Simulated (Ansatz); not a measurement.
**MoS2 under changes of volume**

One of the cells (17.728 Å³/atom); the others are scaled copies at fixed shape and fractional positions:

```
Mo S
1.0
     1.58000    0.91221    6.15000
    -1.58000    0.91221    6.15000
     0.00000   -1.82443    6.15000
Mo S
1 2
Direct
  0.00000 0.00000 0.00000
  0.41700 0.41700 0.41700
  0.25000 0.25000 0.25000
```

Measurements of this composition are mostly on another form, of space group No. 194.

| Property | Result |
| --- | --- |
| Program | Ansatz 0.2.0 |
| Functional | PBEsol |
| Potentials or basis | all-electron LAPW, scalar-relativistic |
| Cutoff | 246 eV (chosen from the basis error) |
| Basis error allowed | 0.002 eV/atom |
| k mesh | 10 × 10 × 10 |
| Occupations | fermi-dirac, width 0.05 eV |
| Spin | no spin polarisation |

```tsv
volume (Å³/atom)	energy over the lowest point (meV/atom)	pressure (GPa)	gap on the mesh (eV)	largest force (eV/Å)
16.664	37.14	11.4	0.85	1.417
17.019	?	?	?	?
17.373	4.38	3.7	0.89	0.616
17.728	0.00	0.4	0.91	0.260
18.083	2.55	-2.6	0.93	0.152
18.437	11.31	-5.3	0.94	0.455
18.792	25.65	-7.7	0.96	0.735
```

Question: What does the run at 17.019 Å³/atom give?

Answer: Energy over the lowest point 16.47 meV/atom; pressure 7.3 GPa; gap on the mesh 0.87 eV; largest force 1.001 eV/Å.

Worked out: A Birch-Murnaghan fit of order 3 (a polynomial in V^(-2/3)) to the other rows has its minimum at 17.77 Å³/atom with B0 = V·E''(V) = 155 GPa and B' = 4.4 at fixed shape and positions, which overstates the stiffness. It gives 16.44 meV/atom at 17.019 Å³/atom, against the run's 16.47, and -dE/dV = 7.3 GPa, against 7.3. A straight line through the other rows of the gap, of slope 0.907 eV per unit of ln V, gives 0.87 eV, against the run's 0.87.

Energies are extrapolated to zero smearing.

Caveats: forces of over 1 eV/Å show positions far from the minimum, so gaps and moduli don't describe the material at rest (some runs).

A mesh can miss the band edges. Spin-orbit coupling on Mo is left out.
